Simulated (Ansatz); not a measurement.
# Sr: input and output

Input file of Ansatz 0.2.0:

```yaml
crystal:
  lattice:
    - [-5.929281, -0.018368, 0.146996]
    - [-0.146996, 0.095227, 5.885716]
    - [3.056507, 6.048954, -2.921129]
  atoms:
    - { symbol: Sr, position: [0.991264, 0.013433, 0.00222] }
    - { symbol: Sr, position: [0.490384, 0.497349, 0.997145] }
    - { symbol: Sr, position: [0.719474, 0.257913, 0.472109] }
kpoints:
  mp_grid: { grid: [4, 4, 3], shift: [0.0, 0.0, 0.0] }
magnetization:
  spin_polarized: false
scf:
  occupations: { method: fermi_dirac }
  lower_state_search: "off"
  max_iter: 200
hamiltonian:
  pseudopotentials: { kind: paw }
  xc: mr2scan
basis:
  ecutwfc: 500
  fft_grid_basis: typed
output:
  forces: true
  stress: true
  eigenvalues: true
  bader: true
  populations: true
  elf: true
  write_potential: true
  volumetric_format: npy
  dos:
    e_range: [-12, 8]
    de: 0.05
    projected: { site_lists: { Sr: [Sr] } }
checkpoint:
  read: saved_state
```

Run as

```sh
ansatz run input.yaml --threads 2 --pin off --max-ram 2560MiB --backend cpu --events-out ev --progress --plain --runs-dir out
```

The saved state is an earlier solution for the same cell, perhaps on another mesh. 

Output (shortened):

```
Free energy (F): -10664.1150 eV
Harris-Foulkes:  -10664.1150 eV  (|F-HF|=7.28e-9)
Internal energy: -10663.9787 eV  (E = F + TS)
E sigma→0 (E₀):  -10664.0468 eV
Entropy (-TS):   -0.1362 eV (-45.415 meV/atom)
Fermi energy:    3.3943 eV
--- Stress (GPa, compression-positive) ---
       -0.1643      -0.0423       0.3903
       -0.0423       0.4832      -0.3620
        0.3903      -0.3620      -0.2952
  P = ⅓ Tr σ = 0.0079 GPa (0.079 kbar)
--- Löwdin populations: 3 sites ---
  site symbol       q [e]
     0     Sr      9.4800
     1     Sr      9.4766
     2     Sr      9.4994
  spilling = 0.0515 (of n_electrons = 30.0000)
--- Bader charges: 3 sites ---
  site symbol  charge [e]  shift [e]
     0     Sr      0.3231     0.0000
     1     Sr      0.3156     0.0000
     2     Sr     -0.6387     0.0000
```

Origin: a cell with a point defect, so it need not be a known compound. Caveats: many states at the Fermi level without spin polarisation, so a magnetic state may lie lower; the k mesh is coarse if the cell is a metal; m-r2SCAN is r2SCAN with a changed spin dependence that lowers moments.

What did the run cost?

It took 68 s on 2 threads of Arm Neoverse N1, on a shared host, peak memory 0.87 GiB, starting from a saved density.
